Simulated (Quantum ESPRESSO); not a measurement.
## MgO under changes of volume

One of the cells (9.221 Å³/atom); the others are scaled copies at fixed shape and fractional positions:

```
Mg O
1.0
     0.00000    2.09700    2.09700
     2.09700    0.00000    2.09700
     2.09700    2.09700    0.00000
Mg O
1 1
Cartesian
  0.0000 0.0000 0.0000
  2.0970 2.0970 2.0970
```

The cell is a database's computed one.

- Program: Quantum ESPRESSO 7.5
- Functional: LDA
- Potentials or basis: PseudoDojo 0.4.1 SR LDA standard
- Cutoff: 1143 eV
- Density cutoff: 4572 eV
- k mesh: 11 × 11 × 11
- Occupations: fermi-dirac, width 0.05 eV
- Spin: no spin polarisation

```csv
volume (Å³/atom),energy over the lowest point (meV/atom),pressure (GPa),gap on the mesh (eV)
8.668,7.00,6.9,5.46
8.853,?,?,?
9.037,0.00,-0.7,5.02
9.221,2.70,-4.0,4.82
9.406,8.98,-7.0,4.62
9.590,18.50,-9.6,4.44
9.775,30.93,-12.0,4.26
```

Problem. What does the run at 8.853 Å³/atom give?

Solution. Energy over the lowest point 1.29 meV/atom; pressure 2.9 GPa; gap on the mesh 5.23 eV.

Worked out: A Birch-Murnaghan fit of order 3 (a polynomial in V^(-2/3)) to the other rows has its minimum at 9.00 Å³/atom with B0 = V·E''(V) = 172 GPa and B' = 4.2. It gives 1.27 meV/atom at 8.853 Å³/atom, against the run's 1.29, and -dE/dV = 3.0 GPa, against 2.9. A straight line through the other rows of the gap, of slope -9.98 eV per unit of ln V (its deformation potential), gives 5.24 eV, against the run's 5.23.

Energies are extrapolated to zero smearing.
